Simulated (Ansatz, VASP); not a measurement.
# Two plane-wave programs on C

INCAR

```
SYSTEM = C
ALGO = Normal
EDIFF = 1E-6
ENCUT = 520
GGA = PE
ISIF = 2
ISMEAR = 0
LASPH = .True.
LCHARG = .False.
LREAL = .False.
LWAVE = .False.
NBANDS = 26
NELM = 80
PREC = Accurate
SIGMA = 0.1
```

KPOINTS

```
k-points
0
Gamma
  6 6 6
  0 0 0
```

Contents of POSCAR:

```
C
1.0
    3.8760997157      0.0000000000      0.0000000000
    0.0000000000      3.8760997157      0.0000000000
    0.0000000000      0.0000000000      3.8760997157
C
8
Direct
    0.5000000000      0.5000000000      0.5000000000
    0.0000000000      0.0000000000      0.0000000000
    0.2500000000      1.0000000000      0.5000000000
    0.5000000000      0.2500000000      1.0000000000
    0.5000000000      0.7500000000      1.0000000000
    0.7500000000      1.0000000000      0.5000000000
    1.0000000000      0.5000000000      0.7500000000
    0.0000000000      0.5000000000      0.2500000000
```

Input for Ansatz:

```yaml
crystal:
  lattice:
    - [3.8760997157, 0.0, 0.0]
    - [0.0, 3.8760997157, 0.0]
    - [0.0, 0.0, 3.8760997157]
  atoms:
    - { symbol: C, position: [0.5, 0.5, 0.5] }
    - { symbol: C, position: [0.0, 0.0, 0.0] }
    - { symbol: C, position: [0.25, 1.0, 0.5] }
    - { symbol: C, position: [0.5, 0.25, 1.0] }
    - { symbol: C, position: [0.5, 0.75, 1.0] }
    - { symbol: C, position: [0.75, 1.0, 0.5] }
    - { symbol: C, position: [1.0, 0.5, 0.75] }
    - { symbol: C, position: [0.0, 0.5, 0.25] }
basis:
  ecutwfc: 420
kpoints:
  mp_grid: { grid: [6, 6, 6] }
hamiltonian:
  xc: pbe
scf:
  occupations: { method: gaussian, width: 0.1 }
output:
  forces: true
  stress: true
  eigenvalues: true
```

Alike in both runs: task single point; functional PBE; k mesh 6 × 6 × 6; occupations gaussian, width 0.1 eV; no spin polarisation.

|  | VASP | Ansatz |
| --- | --- | --- |
| version | VASP 6.6.1 | Ansatz 0.2.0 |
| potentials or method | VASP PAW PBE potentials, release 64 (C) | scalar-relativistic, plane waves, PAW |
| plane-wave cutoff (eV) | 520 | 420 |
| valence electrons in the cell | 32 | 32 |

|  | VASP | Ansatz | Ansatz less VASP |
| --- | --- | --- | --- |
| gap on the k mesh at the Fermi level (eV) | none | none | - |
| pressure (GPa) | 0.2 | 0.1 | -0.11 |

A gap of «none» marks a metal or a gap that the smearing closes.
